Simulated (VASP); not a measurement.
Wanted: the native input for a VASP 6.6.1 run.

* Task: relaxation of the atoms
* Functional: PBEsol
* Potentials or basis: VASP PAW PBE potentials, release 64 (Hg, Te)
* Cutoff: 600 eV
* k mesh: 10 × 10 × 10
* Occupations: gaussian, width 0.03 eV
* Spin: no spin polarisation
* Further INCAR settings: ALGO = Normal; EDIFF = 1e-07; IBRION = 2; EDIFFG = -0.01; NSW = 40

The structure of HgTe (Coloradoite) lies in POSCAR:

```
HgTe                                    
1.0
    0.0000000000      3.2580088202      3.2580088202
    3.2580088202      0.0000000000      3.2580088202
    3.2580088202      3.2580088202      0.0000000000
  Hg              Te            
     1     1
Direct
     0.0000000000000000    0.0000000000000000    0.0000000000000000
     0.2500000000000000    0.2500000000000000    0.2500000000000000
```

The input as run:

INCAR

```
ALGO = Normal ; EDIFF = 1E-7
EDIFFG = -0.01 ; ENCUT = 600
GGA = PS ; IBRION = 2
ISIF = 2 ; ISMEAR = 0
LASPH = True ; LCHARG = False
LREAL = False ; LWAVE = False
NELM = 80 ; NSW = 40
PREC = Accurate ; SIGMA = 0.03
```

KPOINTS

```
k-points
0
Gamma
  10 10 10
```

Potentials or basis: VASP PAW PBE potentials, release 64 (Hg, Te).

Command:

```bash
$ cat potpaw_PBE.64/Hg/POTCAR potpaw_PBE.64/Te/POTCAR > POTCAR
$ mpirun -np 1 vasp_std > vasp.out
```

It gave:

```json
{
  "Pressure after relaxing": "0.0 GPa",
  "Band gap on the k mesh": "none (metal or under the smearing width)"
}
```

Caveat: the relaxation stopped at its first step, so nothing moved; the PAW data sets were made with another functional, which shifts forces and pressure a little.

Wall time 63 s on 1 thread of AMD EPYC 7R13 Processor (Zen 3), with other jobs on the host, peak memory 0.24 GiB.
